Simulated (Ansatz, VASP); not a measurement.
One calculation of CdTe, two programs

The input INCAR:

```
ALGO = Normal ; EDIFF = 1E-7
ENCUT = 520 ; GGA = RE
ISIF = 2 ; ISMEAR = 0
LASPH = T ; LCHARG = F
LREAL = F ; LWAVE = F
NBANDS = 16 ; NELM = 60
PREC = Accurate ; SIGMA = 0.05
```

Contents of KPOINTS:

```
k-points
0
Gamma
  6 6 6
```

File POSCAR:

```
CdTe
1.0
    0.0000000000      3.0748223272      3.0748223272
    3.0748223272      0.0000000000      3.0748223272
    3.0748223272      3.0748223272      0.0000000000
Cd Te
1 1
Direct
    0.5000000000      0.5000000000      0.5000000000
    0.0000000000      0.0000000000      0.0000000000
```

Input for Ansatz:

```yaml
crystal:
  lattice:
    - [0.0, 3.0748223272, 3.0748223272]
    - [3.0748223272, 0.0, 3.0748223272]
    - [3.0748223272, 3.0748223272, 0.0]
  atoms:
    - { symbol: Cd, position: [0.5, 0.5, 0.5] }
    - { symbol: Te, position: [0.0, 0.0, 0.0] }
basis:
  ecutwfc: 420
  ecutrho_ratio: 4
kpoints:
  mp_grid: { grid: [6, 6, 6] }
hamiltonian:
  xc: revpbe
scf:
  occupations: { method: gaussian, width: 0.05 }
output:
  forces: true
  stress: true
  eigenvalues: true
```

Alike in both runs: task single point; functional revPBE; k mesh 6 × 6 × 6; occupations gaussian, width 0.05 eV; no spin polarisation.

```csv
,VASP,Ansatz
version,VASP 6.6.1,Ansatz 0.2.0
potentials or method,"VASP PAW PBE potentials, release 64 (Cd, Te)","scalar-relativistic, plane waves, PAW"
plane-wave cutoff (eV),520,420
valence electrons in the cell,18,36
```

Ansatz gave:

```
gap on the k mesh at the Fermi level (eV) : none
pressure (GPa)                            : 0.9
```

Task: What did VASP give for the same quantities?

Result: gap on the k mesh at the Fermi level (eV): none; pressure (GPa): 1.1.

A gap of «none» marks a metal or a gap that the smearing closes. The two sets of potentials don't hold the same shells in valence.

Caveats: the PAW data sets were made with another functional, which shifts forces and pressure a little (VASP). The runs have no spin-orbit coupling, so splittings on Te are missing.
